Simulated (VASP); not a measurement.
A run of VASP 6.6.1 is set up as follows.

INCAR

```
PREC     = Accurate       # precision mode
ENCUT    = 600            # plane-wave cutoff, eV
EDIFF    = 1E-6           # SCF threshold, eV
ISMEAR   = -1             # smearing method
SIGMA    = 0.05           # smearing width, eV
LREAL    = F              # projectors in reciprocal space
LASPH    = T              # aspherical terms in the spheres
NELM     = 80             # most SCF steps
ALGO     = Normal         # electronic algorithm
ISIF     = 3              # what is computed and relaxed
LWAVE    = F              # write WAVECAR
LCHARG   = F              # write CHGCAR
GGA      = B5             # functional
ALDAX    = 1.0          
AGGAX    = 1.0          
AGGAC    = 1.0          
ALDAC    = 0.0          
IVDW     = 12             # dispersion correction
VDW_S6   = 1.0          
VDW_S8   = 2.6996       
VDW_A1   = 0.4298       
VDW_A2   = 4.2359       
IBRION   = 2              # ionic algorithm
NSW      = 60             # ionic steps
EDIFFG   = -0.01          # ionic threshold
```

File KPOINTS:

```
regular mesh
0
Gamma
  12 12 12
```

File POSCAR:

```
BN
1.0
    1.2511217832      0.7223354983      3.3729344033
   -1.2511217832      0.7223354983      3.3729344033
    0.0000000000     -1.4446709966      3.3729344033
N B
1 1
Direct
    0.6672382000      0.6672382000      0.6672382000
    0.0003288000      0.0003288000      0.0003288000
```

Potentials or basis: VASP PAW PBE potentials, release 64 (N, B).

Launch:

```sh
$ cat potpaw_PBE.64/N/POTCAR potpaw_PBE.64/B/POTCAR > POTCAR
$ mpirun -np 1 vasp_std > vasp.out
```

Problem. Predict the dispersion energy per atom.

Solution. -0.287 eV.

Problem. Predict the relaxed volume.

Solution. 8.63 Å³/atom.

Problem. What does it give for the space group after relaxing (to 0.05 Å)?

Solution. R3m (No. 160).

Forces in eV/Å, atoms in the order of the input:
```
N    0.000  0.000 -0.003
B    0.000  0.000  0.003
```

Caveat: the PAW data sets were made with another functional, which shifts forces and pressure a little.
